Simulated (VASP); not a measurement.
## ZnGa2O4: relaxation of cell and atoms with PBE

Crystal: ZnGa2O4.

```
CELL_PARAMETERS angstrom
0.00000 4.17119 4.17119
4.17119 0.00000 4.17119
4.17119 4.17119 0.00000
ATOMIC_POSITIONS crystal
Zn 0.50000 0.50000 0.50000
Zn 0.75000 0.75000 0.75000
Ga 0.12500 0.12500 0.62500
Ga 0.12500 0.62500 0.12500
Ga 0.62500 0.12500 0.12500
Ga 0.12500 0.12500 0.12500
O 0.88651 0.34048 0.88651
O 0.36349 0.36349 0.90952
O 0.36349 0.36349 0.36349
O 0.90952 0.36349 0.36349
O 0.88651 0.88651 0.88651
O 0.34048 0.88651 0.88651
O 0.36349 0.90952 0.36349
O 0.88651 0.88651 0.34048
```

The cell is a database's computed one.

- Program: VASP 6.6.1
- Task: relaxation of cell and atoms
- Functional: PBE
- Potentials or basis: VASP PAW PBE potentials, release 64 (Zn, Ga_d, O)
- Cutoff: 600 eV
- k mesh: 6 × 6 × 6
- Occupations: gaussian, width 0.03 eV
- Spin: no spin polarisation
- Further INCAR settings: ALGO = Normal; EDIFF = 1e-06; IBRION = 2; EDIFFG = -0.01; NSW = 90; ISIF = 3

```yaml
Relaxed_volume: 10.82 Å³/atom
Relaxed_cell: a = 5.983 Å, b = 5.983 Å, c = 5.983 Å, α = 60.00°, β = 60.00°, γ = 60.00°
Space_group_after_relaxing_to_0.05_Å: Fd-3m (No. 227)
Energy_gained_by_relaxing: 10.7 meV/atom
Ionic_steps: 4
Pressure_after_relaxing: -0.1 GPa
Largest_force_after_relaxing: 0.006 eV/Å
Band_gap_on_the_k_mesh: 2.30 eV, indirect (least direct gap 2.46 eV)
```

Forces in eV/Å, atoms in the order of the input:
```
Zn   0.000  0.000  0.000
Zn   0.000  0.000  0.000
Ga   0.000  0.000  0.000
Ga   0.000  0.000  0.000
Ga   0.000  0.000  0.000
Ga   0.000  0.000  0.000
O    0.003 -0.003  0.003
O   -0.003 -0.003  0.003
O    0.003  0.003  0.003
O    0.003 -0.003 -0.003
O   -0.003 -0.003 -0.003
O   -0.003  0.003  0.003
O   -0.003  0.003 -0.003
O    0.003  0.003 -0.003
```

The path:
| step | energy change (eV) | largest force (eV/Å) | pressure (GPa) | volume (Å³) |
| --- | --- | --- | --- | --- |
| 1 | 0.0000 | 0.1609 | 7.98 | 145.15 |
| 2 | -0.0528 | 0.3519 | -5.38 | 156.27 |
| 3 | -0.1468 | 0.1404 | 0.11 | 151.16 |
| 4 | -0.1501 | 0.0060 | -0.08 | 151.47 |

Final structure:
```
Zn Ga O
1.0
     0.00000    4.23091    4.23091
     4.23091    0.00000    4.23091
     4.23091    4.23091    0.00000
Zn Ga O
2 4 8
Cartesian
  4.2309 4.2309 4.2309
  6.3464 6.3464 6.3464
  3.1732 3.1732 1.0577
  3.1732 1.0577 3.1732
  1.0577 3.1732 3.1732
  1.0577 1.0577 1.0577
  5.1903 7.5024 5.1903
  5.3870 5.3870 3.0749
  3.0749 3.0749 3.0749
  3.0749 5.3870 5.3870
  7.5024 7.5024 7.5024
  7.5024 5.1903 5.1903
  5.3870 3.0749 5.3870
  5.1903 5.1903 7.5024
```

Levels at points of the mesh, in eV from the valence-band top:
| k point | band 59 | band 60 | band 61 | band 62 | band 63 | band 64 | band 65 | band 66 |
| --- | --- | --- | --- | --- | --- | --- | --- | --- |
| (0.00, 0.00, 0.00) | -0.24 | -0.17 | -0.17 | -0.17 | 2.30 | 5.87 | 5.87 | 5.87 |
| (0.50, 0.00, 0.00) | -0.25 | -0.25 | -0.05 | -0.05 | 5.06 | 5.33 | 6.95 | 7.21 |
| (0.50, 0.50, 0.00) | -0.26 | -0.26 | -0.19 | -0.19 | 5.82 | 5.82 | 7.44 | 7.44 |

Run time: 3.2 min on 4 MPI ranks on Intel(R) Xeon(R) Platinum 8559C (Emerald Rapids) (shared host), peak memory 0.44 GiB a rank.

A k mesh can miss the band edges. Expect the measured gap to be larger: semilocal functionals such as PBE lack the derivative discontinuity.
